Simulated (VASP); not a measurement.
Wanted: the native input for a VASP 6.6.1 run.

```yaml
Task: band structure
Functional: TB-mBJ
Potentials_or_basis: VASP PAW PBE potentials, release 64 (Mg, O)
Cutoff: 520 eV
k_mesh: 10 × 10 × 10
Occupations: gaussian, width 0.02 eV
Spin: no spin polarisation
Ladder: gaps
Further_INCAR_settings: ALGO = Normal; EDIFF = 1e-06; NBANDS = 14
```

MgO2:

```
Mg O
1.0
     1.60476    0.92651    3.49398
    -1.60476    0.92651    3.49398
     0.00000   -1.85302    3.49398
Mg O
1 2
Direct
  0.00000 0.00000 0.00000
  0.57121 0.57121 0.57121
  0.42879 0.42879 0.42879
```

The cell comes from a database or a generator and needn't be the stable form of this composition.

These files were run (other wordings do the same):

POSCAR

```
MgO2
1.0
    1.6047610160      0.9265092046      3.4939788749
   -1.6047610160      0.9265092046      3.4939788749
    0.0000000000     -1.8530184092      3.4939788749
Mg O
1 2
Direct
    0.0000000000      0.0000000000      0.0000000000
    0.5712140000      0.5712140000      0.5712140000
    0.4287860000      0.4287860000      0.4287860000
```

INCAR.step1

```
SYSTEM = MgO2
ALGO = Normal ; EDIFF = 1E-5
ENCUT = 520 ; GGA = PE
ISIF = 2 ; ISMEAR = 0
LASPH = .TRUE. ; LCHARG = .FALSE.
LREAL = .FALSE. ; LWAVE = .TRUE.
NBANDS = 14 ; NELM = 80
PREC = Accurate ; SIGMA = 0.02
```

INCAR.step2

```
SYSTEM = MgO2
ALGO = Normal ; EDIFF = 1E-6
ENCUT = 520 ; ISIF = 2
ISMEAR = 0 ; ISTART = 1
LASPH = .TRUE. ; LCHARG = .FALSE.
LREAL = .FALSE. ; LWAVE = .FALSE.
METAGGA = MBJ ; NBANDS = 14
NELM = 80 ; PREC = Accurate
SIGMA = 0.02
```

KPOINTS

```
k-points
0
G
  10 10 10
  0 0 0
```

KPOINTS_OPT

```
path GLB1,BZGX,QFP1Z,LP
20
line-mode
reciprocal
 0.0000000000  0.0000000000  0.0000000000  G
 0.5000000000  0.0000000000  0.0000000000  L

 0.5000000000  0.0000000000  0.0000000000  L
 0.5000000000  0.2135445148 -0.2135445148  B1

 0.7864554852  0.5000000000  0.2135445148  B
 0.5000000000  0.5000000000  0.5000000000  Z

 0.5000000000  0.5000000000  0.5000000000  Z
 0.0000000000  0.0000000000  0.0000000000  G

 0.0000000000  0.0000000000  0.0000000000  G
 0.3567722574  0.0000000000 -0.3567722574  X

 0.6432277426  0.3567722574  0.0000000000  Q
 0.5000000000  0.5000000000  0.0000000000  F

 0.5000000000  0.5000000000  0.0000000000  F
 0.6432277426  0.6432277426  0.2135445148  P1

 0.6432277426  0.6432277426  0.2135445148  P1
 0.5000000000  0.5000000000  0.5000000000  Z

 0.5000000000  0.0000000000  0.0000000000  L
 0.7864554852  0.3567722574  0.3567722574  P
```

Potentials or basis: VASP PAW PBE potentials, release 64 (Mg, O).

Run with:

```sh
$ cat potpaw_PBE.64/Mg/POTCAR potpaw_PBE.64/O/POTCAR > POTCAR
$ cp INCAR.step1 INCAR
$ mpirun -np 1 vasp_std > vasp.out
$ cp INCAR.step2 INCAR
$ mpirun -np 1 vasp_std > vasp.out
```

It gave:

| Item | Value |
| --- | --- |
| Band gap on the k mesh | 4.75 eV, direct |
| Band gap along the path | 4.75 eV, direct |

Wall time 3.2 min on 1 thread of Intel(R) Xeon(R) 6975P-C (Granite Rapids) (shared host), peak memory 0.23 GiB.
